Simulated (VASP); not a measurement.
Wanted: the native input for a VASP 6.6.1 run.

```
Task                   : single point
Functional             : PBE
Potentials or basis    : VASP PAW PBE potentials, release 64 (Al, Fe)
Cutoff                 : 520 eV
k mesh                 : 12 × 12 × 12
Occupations            : fermi-dirac, width 0.05 eV
Spin                   : collinear spin, typed start
Starting moments       : [0.0, 3.0] μB
Dipole correction      : no
Further INCAR settings : ALGO = Normal; EDIFF = 1e-06; NBANDS = 16
```

The structure of AlFe lies in POSCAR:

```
AlFe
1.0
    2.9100000000      0.0000000000      0.0000000000
    0.0000000000      2.9100000000      0.0000000000
    0.0000000000      0.0000000000      2.9100000000
Al Fe
1 1
Direct
    0.0000000000      0.0000000000      0.0000000000
    0.5000000000      0.5000000000      0.5000000000
```

These files were run (other wordings do the same):

INCAR

```
SYSTEM = AlFe
PREC = Accurate
ENCUT = 520
EDIFF = 1E-6
ISMEAR = -1
SIGMA = 0.05
LREAL = .False.
LASPH = .True.
NELM = 150
ALGO = Normal
ISIF = 2
LWAVE = .False.
LCHARG = .True.
ISPIN = 2
MAGMOM = 0 3
LORBIT = 11
LMAXMIX = 4
GGA = PE
LELF = .True.
LVHAR = .True.
NBANDS = 16
```

KPOINTS

```
Automatic mesh
0
Gamma
  12 12 12
  0 0 0
```

Potentials or basis: VASP PAW PBE potentials, release 64 (Al, Fe).

The run is started by

```bash
$ cat potpaw_PBE.64/Al/POTCAR potpaw_PBE.64/Fe/POTCAR > POTCAR
$ mpirun -np 1 vasp_std > vasp.out
```

Results of the run:

```
Pressure                                              : -5.9 GPa
Band gap on the k mesh                                : none (metal or under the smearing width)
Net moment                                            : 0.74 μB per cell
Site moments                                          : Al -0.03; Fe +0.78 μB
Valence electrons inside the program's atomic spheres : Al 0.81; Fe 7.34
```

It took 46 s on 1 thread of Intel(R) Xeon(R) Platinum 8259CL CPU @ 2.50GHz (Skylake/Cascade Lake) (shared host), peak memory 0.19 GiB.
